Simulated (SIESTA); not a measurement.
**Ni under changes of volume**

One of the cells (10.780 Å³/atom); the others are scaled copies at fixed shape and fractional positions:

```
CELL_PARAMETERS angstrom
2.46424 0.00000 0.00000
-1.23212 2.13409 0.00000
0.00000 0.00000 4.09978
ATOMIC_POSITIONS crystal
Ni 0.66667 0.33333 0.75000
Ni 0.33333 0.66667 0.25000
```

This isn't the form of Ni at room conditions, which is fcc.

- Program: SIESTA 5.4.2
- Functional: PBE
- Potentials or basis: PseudoDojo 0.4 standard (PBE files)
- Basis: DZP (energy shift 0.002 Ry)
- Grid cutoff: 800 Ry
- Energy shift: 0.002 Ry
- k mesh: 12 × 12 × 7
- Occupations: fermi-dirac, width 0.05 eV
- Spin: collinear spin, ferromagnetic start
- Starting moments: [1.0, 1.0] μB

```csv
volume (Å³/atom),energy over the lowest point (meV/atom),pressure (GPa),moment (μB per cell)
9.935,?,?,?
10.146,37.81,17.2,1.30
10.357,18.59,12.2,1.32
10.780,0.42,2.5,1.35
10.992,0.00,-1.6,1.36
11.203,4.62,-5.0,1.37
```

Question: What does the run at 9.935 Å³/atom give?

Answer: Energy over the lowest point 64.23 meV/atom; pressure 23.5 GPa; moment 1.28 μB per cell.

Worked out: A Birch-Murnaghan fit of order 3 (a polynomial in V^(-2/3)) to the other rows has its minimum at 10.90 Å³/atom with B0 = V·E''(V) = 204 GPa and B' = 4.9 at fixed shape and positions, which overstates the stiffness. It gives 64.87 meV/atom at 9.935 Å³/atom, against the run's 64.23, and -dE/dV = 23.8 GPa, against 23.5. A straight line through the other rows of the moment, of slope 0.066 μB per Å³/atom, extrapolates to 1.29 μB, against the run's 1.28.

Energies are extrapolated to zero smearing.

Caveats: semicore shells carry a single zeta, which can move pressures by several GPa and volumes by a few percent; the basis of atomic orbitals isn't converged, which shifts pressures, moduli and gaps.
